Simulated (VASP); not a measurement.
# HfO2: phonons with LDA

HfO2:

```
CELL_PARAMETERS angstrom
0.00000 2.55750 2.55750
2.55750 0.00000 2.55750
2.55750 2.55750 0.00000
ATOMIC_POSITIONS crystal
Hf 0.00000 0.00000 0.00000
O 0.75000 0.75000 0.75000
O 0.25000 0.25000 0.25000
```

Measurements of this composition are mostly on another form, of space group No. 14.

```
Program                : VASP 6.6.1
Task                   : phonons
Functional             : LDA
Potentials or basis    : VASP PAW LDA potentials, release 64 (Hf_pv, O_h)
Cutoff                 : 980 eV
k mesh                 : 7 × 7 × 7
Occupations            : gaussian, width 0.1 eV
Spin                   : no spin polarisation
Further INCAR settings : ALGO = Normal; EDIFF = 1e-08; IBRION = 8; NSW = 1
```

The relaxed volume is 10.31 Å³/atom. The relaxed cell is a = 3.523 Å, b = 3.523 Å, c = 3.523 Å, α = 60.00°, β = 60.00°, γ = 60.00°. The space group after relaxing (to 0.05 Å) is Fm-3m (No. 225) and the highest phonon frequency at Γ, LO-TO splitting left out is 606 cm⁻¹.

The path:
| step | energy change (eV) | largest force (eV/Å) | pressure (GPa) | volume (Å³) |
| --- | --- | --- | --- | --- |
| 1 | 0.0000 | 0.0000 | -19.28 | 33.46 |
| 2 | 0.2919 | 0.0000 | 45.59 | 27.37 |
| 3 | -0.1630 | 0.0000 | -0.77 | 31.01 |
| 4 | -0.1632 | 0.0000 | -0.11 | 30.94 |
| 5 | -0.1632 | 0.0000 | 0.35 | 30.89 |
| 6 | -0.1632 | 0.0000 | -0.47 | 30.98 |
| 7 | -0.1632 | 0.0000 | 0.00 | 30.93 |

Final structure:
```
CELL_PARAMETERS angstrom
0.00000 2.49131 2.49131
2.49131 0.00000 2.49131
2.49131 2.49131 0.00000
ATOMIC_POSITIONS crystal
Hf 0.00000 0.00000 0.00000
O 0.75000 0.75000 0.75000
O 0.25000 0.25000 0.25000
```

Phonon frequencies in cm⁻¹ (negative: imaginary):
```
              q point                    frequencies
(0.000, 0.000, 0.000)  0 0 0 260 260 260 606 606 606
```

Wall time 3.7 min on 1 thread of Intel(R) Xeon(R) Platinum 8559C (Emerald Rapids), on a shared host, peak memory 0.34 GiB.

Spin-orbit coupling is left out, which matters for the levels of Hf.
